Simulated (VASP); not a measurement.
# Pt: relaxation of the atoms with PBE

The system is Pt, a slab with vacuum.

```xyz
7
Lattice="2.7747 0.0000 0.0000 1.3873 2.4029 0.0000 0.0000 0.0000 28.5931" Properties=species:S:1:pos:R:3 pbc="T T T"
Pt    0.0000    0.0000    7.5000
Pt    1.3873    0.8010    9.7655
Pt    2.7747    1.6020   12.0310
Pt    0.0000    0.0000   14.2966
Pt    1.3873    0.8010   16.5621
Pt    2.7747    1.6020   18.8276
Pt    0.0000    0.0000   21.0931
```

The cell was built by a generator and needn't be a form met in nature.

| Property | Result |
| --- | --- |
| Program | VASP 6.6.1 |
| Task | relaxation of the atoms |
| Functional | PBE |
| Potentials or basis | VASP PAW PBE potentials, release 64 (Pt) |
| Cutoff | 520 eV |
| k mesh | 16 × 16 × 1 |
| Occupations | gaussian, width 0.1 eV |
| Spin | no spin polarisation |
| Dipole correction | yes |
| Further INCAR settings | ALGO = Fast; EDIFF = 1e-07; IBRION = 2; EDIFFG = -0.01; NSW = 80 |

* Energy gained by relaxing: 9.0 meV/atom
* Ionic steps: 12
* Largest force after relaxing: 0.005 eV/Å
* Band gap on the k mesh: none (metal or under the smearing width)

Forces in eV/Å, atoms in the order of the input:
```
Pt   0.000  0.000 -0.001
Pt   0.000  0.000  0.001
Pt   0.000  0.000  0.005
Pt   0.000  0.000  0.000
Pt   0.000  0.000 -0.005
Pt   0.000  0.000 -0.001
Pt   0.000  0.000  0.001
```

The path:
```csv
step,energy change (eV),largest force (eV/Å),pressure (GPa)
1,0.0000,0.4825,2.14
2,-0.0177,0.2568,1.71
3,-0.0209,0.3015,1.45
4,-0.0311,0.2061,1.10
5,-0.0357,0.2720,0.67
6,-0.0457,0.2094,0.29
7,-0.0614,0.0442,-0.77
8,-0.0623,0.0353,-1.04
9,-0.0625,0.0344,-1.07
10,-0.0626,0.0374,-1.02
11,-0.0627,0.0150,-1.04
12,-0.0627,0.0050,-1.03
```

Final structure:
```yaml
crystal:
  lattice:
    - [2.77469, 0.00000, 0.00000]
    - [1.38734, 2.40295, 0.00000]
    - [0.00000, 0.00000, 28.59313]
  atoms:
    - { symbol: Pt, position: [0.00000, 0.00000, 0.25624] }
    - { symbol: Pt, position: [0.33333, 0.33333, 0.33811] }
    - { symbol: Pt, position: [0.66667, 0.66667, 0.41905] }
    - { symbol: Pt, position: [0.00000, 0.00000, 0.50000] }
    - { symbol: Pt, position: [0.33333, 0.33333, 0.58095] }
    - { symbol: Pt, position: [0.66667, 0.66667, 0.66189] }
    - { symbol: Pt, position: [0.00000, 0.00000, 0.74376] }
```

Levels at points of the mesh, in eV from the Fermi level:
| k point | band 31 | band 32 | band 33 | band 34 | band 35 | band 36 | band 37 | band 38 | band 39 | band 40 |
| --- | --- | --- | --- | --- | --- | --- | --- | --- | --- | --- |
| (0.00, 0.00, 0.00) | -1.52 | -1.31 | -1.31 | -0.96 | -0.96 | -0.53 | -0.53 | -0.17 | -0.17 | -0.01 |
| (0.50, 0.00, 0.00) | 0.26 | 0.33 | 0.42 | 0.51 | 0.63 | 0.63 | 1.65 | 2.26 | 2.53 | 2.86 |

It took 30 min on 1 thread of Intel(R) Xeon(R) 6975P-C (Granite Rapids) (shared host), peak memory 0.47 GiB.

The run has no spin-orbit coupling, so splittings on Pt are missing.
